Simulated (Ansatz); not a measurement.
Born–Oppenheimer molecular dynamics of a periodic cell of 12 atoms, TiO₂ (start crystal TiO2, start structure I4/m, volume 1.15 times the crystal's). It starts from an unrelaxed structure (largest force component 1.02 eV/Å).

Theory: DFT PBE, scalar-relativistic, plane waves, PAW (Ansatz 0.2.0). Settings: PAW set soft_1, cutoff 420 eV, k mesh 3x3x2, fermi-dirac smearing 0.24 eV, no spin polarisation.

* ensemble: NVT, Langevin thermostat
* time step: 0.75 fs
* steps asked: 80
* set temperature: 2800 K
* friction: 0.02 /fs
* seed: 350146

Frames 1.5 fs apart, positions in Å.

Velocities at 7.5 fs (Å/ps):

```
Ti 5.30 -8.91 9.49
Ti 6.37 -0.59 5.86
Ti -6.47 -1.00 -4.17
Ti 10.92 10.85 8.84
O 9.51 -11.66 0.07
O 7.49 -9.98 10.79
O -11.78 -3.11 -14.13
O 3.73 -4.18 2.75
O -1.68 -0.30 10.79
O -0.71 15.66 -27.52
O -3.66 -2.83 -17.00
O 0.34 -2.56 -0.05
```

```xyz
12
Lattice="-4.5582 4.5582 1.9776 4.5582 -4.5582 1.9776 4.5582 4.5582 -1.9776" Properties=species:S:1:pos:R:3 time_fs=7.5 energy_less_start_eV=0.465 T=2279
Ti 0.068 2.598 0.036
Ti 6.498 0.038 0.031
Ti -1.962 4.548 1.943
Ti 4.609 1.965 2.032
O 1.446 4.474 -0.019
O 3.193 -3.145 2.071
O 4.470 1.410 -0.027
O 1.517 1.362 0.030
O 3.062 3.152 2.076
O -0.061 3.281 1.779
O 1.409 7.572 -0.159
O 3.199 -0.010 1.995
12
Lattice="-4.5582 4.5582 1.9776 4.5582 -4.5582 1.9776 4.5582 4.5582 -1.9776" Properties=species:S:1:pos:R:3 time_fs=9.0 energy_less_start_eV=0.691 T=1995
Ti 0.077 2.584 0.049
Ti 6.510 0.038 0.040
Ti -1.970 4.546 1.936
Ti 4.626 1.978 2.044
O 1.456 4.459 -0.020
O 3.206 -3.159 2.087
O 4.455 1.406 -0.051
O 1.524 1.357 0.035
O 3.064 3.149 2.092
O -0.063 3.301 1.740
O 1.404 7.570 -0.182
O 3.197 -0.017 1.993
12
Lattice="-4.5582 4.5582 1.9776 4.5582 -4.5582 1.9776 4.5582 4.5582 -1.9776" Properties=species:S:1:pos:R:3 time_fs=10.5 energy_less_start_eV=0.886 T=1780
Ti 0.087 2.572 0.063
Ti 6.521 0.038 0.048
Ti -1.975 4.543 1.928
Ti 4.640 1.987 2.054
O 1.471 4.446 -0.025
O 3.222 -3.172 2.100
O 4.435 1.409 -0.075
O 1.533 1.360 0.036
O 3.070 3.142 2.103
O -0.061 3.316 1.704
O 1.407 7.572 -0.203
O 3.187 -0.028 1.990
12
Lattice="-4.5582 4.5582 1.9776 4.5582 -4.5582 1.9776 4.5582 4.5582 -1.9776" Properties=species:S:1:pos:R:3 time_fs=12.0 energy_less_start_eV=1.060 T=1470
Ti 0.097 2.562 0.073
Ti 6.533 0.039 0.055
Ti -1.976 4.541 1.920
Ti 4.653 1.996 2.062
O 1.484 4.432 -0.032
O 3.232 -3.180 2.105
O 4.418 1.410 -0.099
O 1.537 1.369 0.032
O 3.079 3.140 2.114
O -0.054 3.325 1.672
O 1.414 7.575 -0.224
O 3.182 -0.034 1.980
12
Lattice="-4.5582 4.5582 1.9776 4.5582 -4.5582 1.9776 4.5582 4.5582 -1.9776" Properties=species:S:1:pos:R:3 time_fs=13.5 energy_less_start_eV=1.235 T=1685
Ti 0.105 2.552 0.083
Ti 6.547 0.039 0.061
Ti -1.973 4.540 1.916
Ti 4.666 2.005 2.071
O 1.493 4.420 -0.042
O 3.239 -3.187 2.111
O 4.397 1.412 -0.119
O 1.537 1.382 0.036
O 3.084 3.137 2.125
O -0.047 3.337 1.642
O 1.424 7.580 -0.252
O 3.180 -0.041 1.966
12
Lattice="-4.5582 4.5582 1.9776 4.5582 -4.5582 1.9776 4.5582 4.5582 -1.9776" Properties=species:S:1:pos:R:3 time_fs=15.0 energy_less_start_eV=1.417 T=1420
Ti 0.114 2.542 0.096
Ti 6.561 0.040 0.066
Ti -1.968 4.539 1.910
Ti 4.677 2.013 2.078
O 1.501 4.406 -0.048
O 3.239 -3.195 2.117
O 4.376 1.411 -0.136
O 1.538 1.398 0.047
O 3.088 3.132 2.133
O -0.039 3.353 1.620
O 1.440 7.585 -0.281
O 3.181 -0.048 1.950
12
Lattice="-4.5582 4.5582 1.9776 4.5582 -4.5582 1.9776 4.5582 4.5582 -1.9776" Properties=species:S:1:pos:R:3 time_fs=16.5 energy_less_start_eV=1.581 T=1438
Ti 0.122 2.537 0.109
Ti 6.577 0.044 0.069
Ti -1.964 4.538 1.904
Ti 4.687 2.018 2.083
O 1.511 4.394 -0.053
O 3.242 -3.205 2.117
O 4.359 1.412 -0.152
O 1.536 1.414 0.057
O 3.090 3.125 2.137
O -0.029 3.371 1.606
O 1.461 7.593 -0.310
O 3.183 -0.054 1.938
12
Lattice="-4.5582 4.5582 1.9776 4.5582 -4.5582 1.9776 4.5582 4.5582 -1.9776" Properties=species:S:1:pos:R:3 time_fs=18.0 energy_less_start_eV=1.715 T=1317
Ti 0.133 2.532 0.123
Ti 6.594 0.050 0.070
Ti -1.958 4.537 1.898
Ti 4.692 2.021 2.086
O 1.524 4.382 -0.060
O 3.246 -3.212 2.111
O 4.342 1.415 -0.172
O 1.536 1.428 0.057
O 3.093 3.119 2.143
O -0.016 3.378 1.596
O 1.488 7.599 -0.334
O 3.182 -0.061 1.922
12
Lattice="-4.5582 4.5582 1.9776 4.5582 -4.5582 1.9776 4.5582 4.5582 -1.9776" Properties=species:S:1:pos:R:3 time_fs=19.5 energy_less_start_eV=1.829 T=1292
Ti 0.140 2.527 0.136
Ti 6.608 0.050 0.073
Ti -1.948 4.534 1.888
Ti 4.697 2.021 2.086
O 1.539 4.371 -0.063
O 3.251 -3.225 2.105
O 4.325 1.418 -0.195
O 1.536 1.440 0.051
O 3.102 3.106 2.147
O -0.003 3.382 1.593
O 1.512 7.604 -0.356
O 3.176 -0.066 1.903
12
Lattice="-4.5582 4.5582 1.9776 4.5582 -4.5582 1.9776 4.5582 4.5582 -1.9776" Properties=species:S:1:pos:R:3 time_fs=21.0 energy_less_start_eV=1.944 T=1605
Ti 0.145 2.523 0.146
Ti 6.617 0.049 0.077
Ti -1.938 4.526 1.878
Ti 4.701 2.020 2.086
O 1.553 4.369 -0.066
O 3.250 -3.237 2.104
O 4.312 1.422 -0.225
O 1.540 1.454 0.045
O 3.118 3.092 2.154
O 0.007 3.387 1.591
O 1.538 7.613 -0.376
O 3.172 -0.070 1.885
12
Lattice="-4.5582 4.5582 1.9776 4.5582 -4.5582 1.9776 4.5582 4.5582 -1.9776" Properties=species:S:1:pos:R:3 time_fs=22.5 energy_less_start_eV=2.042 T=1695
Ti 0.150 2.519 0.157
Ti 6.625 0.044 0.083
Ti -1.927 4.519 1.866
Ti 4.702 2.019 2.086
O 1.564 4.375 -0.068
O 3.248 -3.250 2.108
O 4.295 1.428 -0.266
O 1.551 1.466 0.036
O 3.140 3.074 2.158
O 0.018 3.382 1.594
O 1.564 7.623 -0.393
O 3.167 -0.075 1.862
12
Lattice="-4.5582 4.5582 1.9776 4.5582 -4.5582 1.9776 4.5582 4.5582 -1.9776" Properties=species:S:1:pos:R:3 time_fs=24.0 energy_less_start_eV=2.101 T=1386
Ti 0.152 2.515 0.168
Ti 6.635 0.040 0.086
Ti -1.915 4.516 1.854
Ti 4.698 2.019 2.085
O 1.575 4.381 -0.068
O 3.243 -3.260 2.112
O 4.283 1.436 -0.306
O 1.566 1.474 0.027
O 3.160 3.063 2.159
O 0.029 3.369 1.607
O 1.583 7.629 -0.399
O 3.160 -0.071 1.836
```

Of the whole run (60 fs, mean temperature of the second half 1826 K): The mean temperature of the second half is 35 % below the set value. A run of 0.06 ps of so small a system gives no equilibrium averages. Limits of this set-up: coarse k mesh.

Run time: 14 min on 1 thread of Arm Neoverse V2, with other jobs on the host, peak memory 0.47 GiB.
